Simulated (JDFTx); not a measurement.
# ZnO (zincite) (P6_3mc) in JDFTx: reference runs

Aim: a first look at ZnO (zincite) with PBEsol, on the cell as given, then over a range of volumes.

All numbers are computed with JDFTx 1.7.0 (patched build); they aren't measurements. Logs are shortened: lines on timing, memory, paths and dates and some standing lists are left out, and cuts for length are marked. The log counts tension as positive stress, the text compression.

**Measured values to compare with.**

“Electronic structure of alkaline earth and post-transition metal oxides”, 2009, arxiv:0908.1581 quotes, for a bulk crystal of ZnO: band gap 3.37 eV.

How close the calculation comes is told below.

## (1) The crystal as given

It takes space group P6_3mc (No. 186, hexagonal). The conventional cell has a = 3.249 Å, b = 3.249 Å, c = 5.206 Å, α = 90.00°, β = 90.00°, γ = 120.00°. Around Zn (site symmetry 3m) lie 4 O at 1.97 to 1.98 Å. O (site symmetry 3m) has 4 Zn at 1.97 to 1.98 Å as nearest neighbours.

## (2) Single point, PBEsol

Input file ZnO.in:

```
lattice \
    6.1403022146    -3.0701511073     0.0000000000 \
    0.0000000000     5.3176577047     0.0000000000 \
    0.0000000000     0.0000000000     9.8373642945
coords-type Lattice
ion Zn     0.6666666667     0.3333333333     0.0000000000 1
ion Zn     0.3333333333     0.6666666667     0.5000000000 1
ion O      0.3333333333     0.6666666667     0.8790100000 1
ion O      0.6666666667     0.3333333333     0.3790100000 1

ion-species pseudo/Zn.upf
ion-species pseudo/O.upf
elec-cutoff 42 336
elec-ex-corr gga-PBEsol
kpoint-folding 9 9 5
elec-smearing Fermi 0.0018374661
elec-n-bands 34
electronic-SCF nIterations 100 energyDiffThreshold 1e-09
electronic-minimize nIterations 30 energyDiffThreshold 1e-7
converge-empty-states yes
forces-output-coords Cartesian

dump-name run.$VAR
dump End Ecomponents EigStats BandEigs Kpoints Forces Stress ElecDensity Dtot KEdensity
```

Potentials or basis: PseudoDojo-SR-PBEsol-0.4.1-standard with smoothed tails.

On the command line:

```
$ jdftx -c 1 -i ZnO.in -o ZnO.out
```

Output:

```text
*************** JDFTx 1.7.0 (patched build) ***************

Input parsed successfully to the following command list (including defaults):
[... the input with its defaults ...]

---------- Setting up symmetries ----------

Found 24 point-group symmetries of the bravais lattice
Found 12 space-group symmetries with basis
Applied RMS atom displacement 3.54511e-10 bohrs to make symmetries exact.

---------- Initializing the Grid ----------
R =
[       6.1403     -3.07015            0  ]
[            0      5.31766            0  ]
[            0            0      9.83736  ]
unit cell volume = 321.21
G =
[    1.02327   0.590785         -0  ]
[          0    1.18157          0  ]
[          0         -0   0.638706  ]
Minimum fftbox size, Smin = [  52  52  84  ]
Chosen fftbox size, S = [  54  54  84  ]

---------- Initializing tighter grid for wavefunction operations ----------
R =
[       6.1403     -3.07015            0  ]
[            0      5.31766            0  ]
[            0            0      9.83736  ]
unit cell volume = 321.21
G =
[    1.02327   0.590785         -0  ]
[          0    1.18157          0  ]
[          0         -0   0.638706  ]
Minimum fftbox size, Smin = [  36  36  60  ]
Chosen fftbox size, S = [  36  36  60  ]

---------- Exchange Correlation functional ----------
Initalized PBEsol GGA exchange.
Initalized PBEsol GGA correlation.

---------- Setting up pseudopotentials ----------
Width of ionic core gaussian charges (only for fluid interactions / plotting) set to 0

Reading pseudopotential file 'pseudo/Zn.upf':
  'Zn' pseudopotential, 'PBESOL' functional
  Generated using ONCVPSP code by D. R. Hamann
  20 valence electrons, 4 orbitals, 6 projectors, 1001 radial grid points, with lMax = 2
    3S    l: 0   occupation:  2.0   eigenvalue: -4.737836
    3P    l: 1   occupation:  6.0   eigenvalue: -3.059602
    3D    l: 2   occupation: 10.0   eigenvalue: -0.373698
    4S    l: 0   occupation:  2.0   eigenvalue: -0.220431
  Core radius for overlap checks: 1.79 bohrs.

Reading pseudopotential file 'pseudo/O.upf':
  'O' pseudopotential, 'PBESOL' functional
  Generated using ONCVPSP code by D. R. Hamann
  6 valence electrons, 2 orbitals, 5 projectors, 936 radial grid points, with lMax = 2
    2S    l: 0   occupation:  2.0   eigenvalue: -0.874950
    2P    l: 1   occupation:  4.0   eigenvalue: -0.329796
  Core radius for overlap checks: 1.39 bohrs.

Initialized 2 species with 4 total atoms.

Folded 1 k-points by 9x9x5 to 405 k-points.

---------- Setting up k-points, bands, fillings ----------
Adding inversion symmetry to k-mesh for non-inversion-symmetric unit cell.
Reduced to 36 k-points under symmetry.
Computing the number of bands and number of electrons
Calculating initial fillings.
nElectrons:  52.000000   nBands: 34   nStates: 36

----- Setting up reduced wavefunction bases (one per k-point) -----
average nbasis = 4176.131 , ideal nbasis = 4175.965

---------- Setting up ewald sum ----------
Optimum gaussian width for ewald sums = 2.168518 bohr.
Real space sum over 1089 unit cells with max indices [  5  5  4  ]
Reciprocal space sum over 2873 terms with max indices [  6  6  8  ]

---------- Allocating electronic variables ----------
Initializing wave functions:  linear combination of atomic orbitals
Note: number of bands (34) exceeds available atomic orbitals (28)
Zn pseudo-atom occupations:   s ( 2 2 )  p ( 6 )  d ( 10 )
O pseudo-atom occupations:   s ( 2 )  p ( 4 )
	FillingsUpdate:  mu: +0.597000284  nElectrons: 52.000000
LCAOMinimize: Iter:   0  F: -444.5490564894767545  |grad|_K:  5.408e-03  alpha:  1.000e+00
	FillingsUpdate:  mu: +0.426988798  nElectrons: 52.000000
LCAOMinimize: Iter:   1  F: -444.8185653362684207  |grad|_K:  9.459e-04  alpha:  3.416e-01  linmin: -4.110e-01  cgtest:  8.875e-01
LCAOMinimize: Encountered beta<0, resetting CG.
[... 7 lines of inner loops ...]
LCAOMinimize: Iter:   5  F: -444.8257032031057747  |grad|_K:  6.128e-08  alpha:  9.023e-01  linmin:  3.259e-03  cgtest: -1.039e-02
	FillingsUpdate:  mu: +0.398030551  nElectrons: 52.000000
LCAOMinimize: Iter:   6  F: -444.8257032031755784  |grad|_K:  1.284e-08  alpha:  8.985e-01  linmin:  8.384e-02  cgtest: -3.236e-01
LCAOMinimize: Converged (|Delta F|<1.000000e-06 for 2 iters).

-------- Electronic minimization -----------
Will mix electronic density at each iteration.
	FillingsUpdate:  mu: +0.398030551  nElectrons: 52.000000
	FillingsUpdate:  mu: +0.385688073  nElectrons: 52.000000
SCF: Cycle:  0   F: -444.939117779017465   dF: -1.134e-01   |Residual|: 2.459e-01   |deigs|: 7.304e-02
	FillingsUpdate:  mu: +0.359290949  nElectrons: 52.000000
SCF: Cycle:  1   F: -444.994857439693305   dF: -5.574e-02   |Residual|: 5.123e-02   |deigs|: 2.235e-02
	FillingsUpdate:  mu: +0.364100034  nElectrons: 52.000000
SCF: Cycle:  2   F: -444.997593369951176   dF: -2.736e-03   |Residual|: 1.924e-02   |deigs|: 4.626e-03
	FillingsUpdate:  mu: +0.365579405  nElectrons: 52.000000
SCF: Cycle:  3   F: -444.997603218352538   dF: -9.848e-06   |Residual|: 5.375e-03   |deigs|: 1.122e-03
	FillingsUpdate:  mu: +0.365551029  nElectrons: 52.000000
SCF: Cycle:  4   F: -444.997621800420347   dF: -1.858e-05   |Residual|: 1.819e-03   |deigs|: 1.245e-03
	FillingsUpdate:  mu: +0.365805728  nElectrons: 52.000000
SCF: Cycle:  5   F: -444.997624826898573   dF: -3.026e-06   |Residual|: 7.675e-04   |deigs|: 1.763e-04
	FillingsUpdate:  mu: +0.365887642  nElectrons: 52.000000
SCF: Cycle:  6   F: -444.997625057743505   dF: -2.308e-07   |Residual|: 3.898e-04   |deigs|: 1.409e-04
	FillingsUpdate:  mu: +0.365902297  nElectrons: 52.000000
SCF: Cycle:  7   F: -444.997625180804619   dF: -1.231e-07   |Residual|: 1.042e-04   |deigs|: 7.602e-05
	FillingsUpdate:  mu: +0.365901968  nElectrons: 52.000000
SCF: Cycle:  8   F: -444.997625196062643   dF: -1.526e-08   |Residual|: 2.082e-05   |deigs|: 1.173e-05
	FillingsUpdate:  mu: +0.365899247  nElectrons: 52.000000
SCF: Cycle:  9   F: -444.997625198421417   dF: -2.359e-09   |Residual|: 2.402e-05   |deigs|: 6.096e-06
	FillingsUpdate:  mu: +0.365898101  nElectrons: 52.000000
SCF: Cycle: 10   F: -444.997625199349898   dF: -9.285e-10   |Residual|: 4.404e-06   |deigs|: 9.390e-06
	FillingsUpdate:  mu: +0.365898547  nElectrons: 52.000000
SCF: Cycle: 11   F: -444.997625199528500   dF: -1.786e-10   |Residual|: 2.222e-06   |deigs|: 4.363e-06
SCF: Converged (|Delta E|<1.000000e-09 for 2 iters).

Setting wave functions to eigenvectors of Hamiltonian
Converging empty states (this may take a while): |deigs|: 2.501e-05

# Stress tensor in Cartesian coordinates [Eh/a0^3]:
[  8.52777e-05            0            0  ]
[            0  8.52777e-05            0  ]
[            0            0  3.04598e-05  ]

# Ionic positions in lattice coordinates:
ion Zn   0.666666666666667   0.333333333333333   0.000000000000000 1
ion Zn   0.333333333333333   0.666666666666667   0.500000000000000 1
ion O   0.333333333333333   0.666666666666667   0.879010000000000 1
ion O   0.666666666666667   0.333333333333333   0.379010000000000 1

# Forces in Cartesian coordinates:
force Zn  -0.000000000000000   0.000000000000000  -0.001195393792571 1
force Zn   0.000000000000000   0.000000000000000  -0.001195393792571 1
force O   0.000000000000000  -0.000000000000000   0.001197898907894 1
force O  -0.000000000000000   0.000000000000000   0.001197898907894 1

# Energy components:
   Eewald =     -253.7130673563347614
       EH =      162.8766033117904044
     Eloc =     -412.9477704153893001
      Enl =     -101.5045155798203922
      Exc =      -52.8181506346749003
 Exc_core =        5.8595393452526645
       KE =      207.2497363136857018
-------------------------------------
     Etot =     -444.9976250154905983
       TS =        0.0000001840379014
-------------------------------------
        F =     -444.9976251995284997

IonicMinimize: Iter:   0  F: -444.997625199528500  |grad|_K:  6.909e-04
IonicMinimize: None of the convergence criteria satisfied after 0 iterations.

#--- Lowdin population analysis ---
# oxidation-state Zn +1.407 +1.407
# oxidation-state O -1.214 -1.214

Dumping 'run.eigStats' ...
	eMin: -4.173949 at state 0 ( [ +0.000000 +0.000000 +0.000000 ] spin 0 )
	HOMO: +0.350403 at state 0 ( [ +0.000000 +0.000000 +0.000000 ] spin 0 )
	mu  : +0.365898
	LUMO: +0.378426 at state 0 ( [ +0.000000 +0.000000 +0.000000 ] spin 0 )
	eMax: +0.928599 at state 35 ( [ +0.333333 +0.333333 +0.400000 ] spin 0 )
	HOMO-LUMO gap: +0.028023
	Optical gap  : +0.028023 at state 0 ( [ +0.000000 +0.000000 +0.000000 ] spin 0 )
Done!
[note: mu as printed may lie anywhere between the filled and the empty levels]
```

It took 3.3 min on 1 thread of Arm Neoverse V1, shared host; peak memory 0.28 GiB.

What came out:

* Free energy: -12109.0023 eV
* Pressure: -2.0 GPa
* Largest force: 0.062 eV/Å
* Band gap on the k mesh: 0.76 eV, direct
* Loewdin charges: Zn +1.41; O -1.21 e

Forces on the atoms (eV/Å):
```
Zn   0.000  0.000 -0.061
Zn   0.000  0.000 -0.061
O    0.000  0.000  0.062
O    0.000  0.000  0.062
```

Levels at points of the mesh, in eV from the valence-band top:
```
           k point  band 24  band 25  band 26  band 27  band 28  band 29
(0.00, 0.00, 0.00)    -0.07     0.00     0.00     0.76     5.18     8.18
```

Caveat: the atomic charges don't sum to the cell's charge.

## (3) Equation of state, PBEsol, 11.19 Å³/atom (volume scaled by 0.94)

Input file ZnO.in:

```
lattice \
    6.0149547526    -3.0074773764     0.0000000000 \
    0.0000000000     5.2091036184     0.0000000000 \
    0.0000000000     0.0000000000     9.6365454092
coords-type Lattice
ion Zn     0.6666666667     0.3333333333     0.0000000000 1
ion Zn     0.3333333333     0.6666666667     0.5000000000 1
ion O      0.3333333333     0.6666666667     0.8790100000 1
ion O      0.6666666667     0.3333333333     0.3790100000 1

ion-species pseudo/Zn.upf
ion-species pseudo/O.upf
elec-cutoff 42 336
elec-ex-corr gga-PBEsol
kpoint-folding 9 9 5
elec-smearing Fermi 0.0018374661
elec-n-bands 34
electronic-SCF nIterations 100 energyDiffThreshold 1e-09
electronic-minimize nIterations 30 energyDiffThreshold 1e-7
forces-output-coords Cartesian

dump-name run.$VAR
dump End Ecomponents EigStats BandEigs Kpoints Forces Stress
```

Potentials or basis: PseudoDojo-SR-PBEsol-0.4.1-standard with smoothed tails.

On the command line:

```
$ jdftx -c 1 -i ZnO.in -o ZnO.out
```

Wall time 2.9 min (1 thread of AMD EPYC 7R43 (Zen 3), shared host); peak memory 0.26 GiB.

Results (log left out):

| Item | Value |
| --- | --- |
| Free energy | -12108.9548 eV |
| Pressure | 7.8 GPa |
| Largest force | 0.084 eV/Å |
| Band gap on the k mesh | 0.86 eV, direct |
| Loewdin charges | Zn +1.42; O -1.23 e |

## (4) Equation of state, PBEsol, 11.42 Å³/atom (volume scaled by 0.96)

Edit ZnO.in of step 3 so:

```diff
@@ -1,5 +1,5 @@
 lattice \
-    6.0149547526    -3.0074773764     0.0000000000 \
-    0.0000000000     5.2091036184     0.0000000000 \
-    0.0000000000     0.0000000000     9.6365454092
+    6.0573149846    -3.0286574924     0.0000000000 \
+    0.0000000000     5.2457886553     0.0000000000 \
+    0.0000000000     0.0000000000     9.7044106411
 coords-type Lattice
@@ -22,2 +22,2 @@
 dump-name run.$VAR
-dump End Ecomponents EigStats BandEigs Kpoints Forces Stress
+dump End Ecomponents EigStats BandEigs Kpoints Forces Stress ElecDensity Dtot KEdensity
```

On the command line:

```
$ jdftx -c 1 -i ZnO.in -o ZnO.out
```

Run time: 3.1 min. Hardware: 1 thread of AMD EPYC 7R43 (Zen 3), shared host; peak memory 0.26 GiB.

Results (log left out):

| Quantity | Value |
| --- | --- |
| Free energy | -12108.9902 eV |
| Pressure | 4.2 GPa |
| Largest force | 0.076 eV/Å |
| Band gap on the k mesh | 0.83 eV, direct |
| Loewdin charges | Zn +1.42; O -1.22 e |

## (5) Equation of state, PBEsol, 11.66 Å³/atom (volume scaled by 0.98)

Edit ZnO.in of step 4 so:

```diff
@@ -1,5 +1,5 @@
 lattice \
-    6.0573149846    -3.0286574924     0.0000000000 \
-    0.0000000000     5.2457886553     0.0000000000 \
-    0.0000000000     0.0000000000     9.7044106411
+    6.0990908909    -3.0495454454     0.0000000000 \
+    0.0000000000     5.2819676515     0.0000000000 \
+    0.0000000000     0.0000000000     9.7713397260
 coords-type Lattice
```

On the command line:

```
$ jdftx -c 1 -i ZnO.in -o ZnO.out
```

Wall time 2.7 min (1 thread of AMD EPYC 7R43 (Zen 3), shared host); peak memory 0.26 GiB.

It converged, with:

```yaml
Free_energy: -12109.0053 eV
Pressure: 0.9 GPa
Largest_force: 0.069 eV/Å
Band_gap_on_the_k_mesh: 0.79 eV, direct
Loewdin_charges: Zn +1.41; O -1.22 e
```

## (6) Equation of state, PBEsol, 11.90 Å³/atom

Edit ZnO.in of step 5 so:

```diff
@@ -1,5 +1,5 @@
 lattice \
-    6.0990908909    -3.0495454454     0.0000000000 \
-    0.0000000000     5.2819676515     0.0000000000 \
-    0.0000000000     0.0000000000     9.7713397260
+    6.1403022146    -3.0701511073     0.0000000000 \
+    0.0000000000     5.3176577047     0.0000000000 \
+    0.0000000000     0.0000000000     9.8373642945
 coords-type Lattice
```

Potentials or basis: PseudoDojo-SR-PBEsol-0.4.1-standard with smoothed tails.

On the command line:

```
$ jdftx -c 1 -i ZnO.in -o ZnO.out
```

Wall time 2.6 min (1 thread of AMD EPYC 7R43 (Zen 3), shared host); peak memory 0.28 GiB.

Results (log left out):

```yaml
Free_energy: -12109.0023 eV
Pressure: -2.0 GPa
Largest_force: 0.062 eV/Å
Band_gap_on_the_k_mesh: 0.76 eV, direct
Loewdin_charges: Zn +1.41; O -1.21 e
```

## (7) Equation of state, PBEsol, 12.14 Å³/atom (volume scaled by 1.02)

Edit ZnO.in of step 6 so:

```diff
@@ -1,5 +1,5 @@
 lattice \
-    6.1403022146    -3.0701511073     0.0000000000 \
-    0.0000000000     5.3176577047     0.0000000000 \
-    0.0000000000     0.0000000000     9.8373642945
+    6.1809676528    -3.0904838264     0.0000000000 \
+    0.0000000000     5.3528750072     0.0000000000 \
+    0.0000000000     0.0000000000     9.9025143011
 coords-type Lattice
```

On the command line:

```
$ jdftx -c 1 -i ZnO.in -o ZnO.out
```

Run time: 2.7 min. Hardware: 1 thread of AMD EPYC 7R43 (Zen 3), shared host; peak memory 0.27 GiB.

The run converged. Its results:

```
Free energy            : -12108.9829 eV
Pressure               : -4.6 GPa
Largest force          : 0.055 eV/Å
Band gap on the k mesh : 0.73 eV, direct
Loewdin charges        : Zn +1.40; O -1.21 e
```

## (8) Equation of state, PBEsol, 12.38 Å³/atom (volume scaled by 1.04)

Edit ZnO.in of step 7 so:

```diff
@@ -1,5 +1,5 @@
 lattice \
-    6.1809676528    -3.0904838264     0.0000000000 \
-    0.0000000000     5.3528750072     0.0000000000 \
-    0.0000000000     0.0000000000     9.9025143011
+    6.2211049310    -3.1105524656     0.0000000000 \
+    0.0000000000     5.3876349097     0.0000000000 \
+    0.0000000000     0.0000000000     9.9668181438
 coords-type Lattice
```

On the command line:

```
$ jdftx -c 1 -i ZnO.in -o ZnO.out
```

It took 3 min on 1 thread of AMD EPYC 7R43 (Zen 3), shared host; peak memory 0.28 GiB.

The run converged. Its results:

```yaml
Free_energy: -12108.9489 eV
Pressure: -6.9 GPa
Largest_force: 0.048 eV/Å
Band_gap_on_the_k_mesh: 0.70 eV, direct
Loewdin_charges: Zn +1.40; O -1.21 e
```

## (9) Equation of state, PBEsol, 12.61 Å³/atom (volume scaled by 1.06)

Edit ZnO.in of step 8 so:

```diff
@@ -1,5 +1,5 @@
 lattice \
-    6.2211049310    -3.1105524656     0.0000000000 \
-    0.0000000000     5.3876349097     0.0000000000 \
-    0.0000000000     0.0000000000     9.9668181438
+    6.2607308715    -3.1303654358     0.0000000000 \
+    0.0000000000     5.4219519809     0.0000000000 \
+    0.0000000000     0.0000000000    10.0303027735
 coords-type Lattice
```

Potentials or basis: PseudoDojo-SR-PBEsol-0.4.1-standard with smoothed tails.

On the command line:

```
$ jdftx -c 1 -i ZnO.in -o ZnO.out
```

It took 2.6 min on 1 thread of AMD EPYC 7R43 (Zen 3), shared host; peak memory 0.29 GiB.

It converged, with:

* Free energy: -12108.9019 eV
* Pressure: -9.0 GPa
* Largest force: 0.042 eV/Å
* Band gap on the k mesh: 0.67 eV, direct
* Loewdin charges: Zn +1.39; O -1.20 e

## (10) Equation of state, PBEsol

This step only gathers the single runs of the series.

Results:

* Equilibrium volume: 11.74 Å³/atom
* Bulk modulus at fixed shape and positions: 146 GPa
* Pressure derivative of the bulk modulus: 4.4

Energy against volume, from the lowest point:
```
volume (Å³/atom)  energy (meV/atom)
          11.186              12.64
          11.424               3.78
          11.662               0.00
          11.900               0.77
          12.138               5.61
          12.376              14.11
          12.614              25.87
```

Caveat: the cell was scaled at fixed shape and fractional positions, which overstates the stiffness of a crystal with free parameters, most of all of layers and chains.

## (11) Against experiment

Step 2. Against the measured gap of ZnO, 3.37 eV (quoted in “Electronic structure of alkaline earth and post-transition metal oxides”, 2009, arxiv:0908.1581), the calculated 0.76 eV is off by -2.61 eV. So large a miss can be the level of theory's own, or it may mean another phase, state or a wrong row. The value is that of PBEsol, without temperature or zero-point motion. Semilocal functionals fall short of measured gaps as a rule.
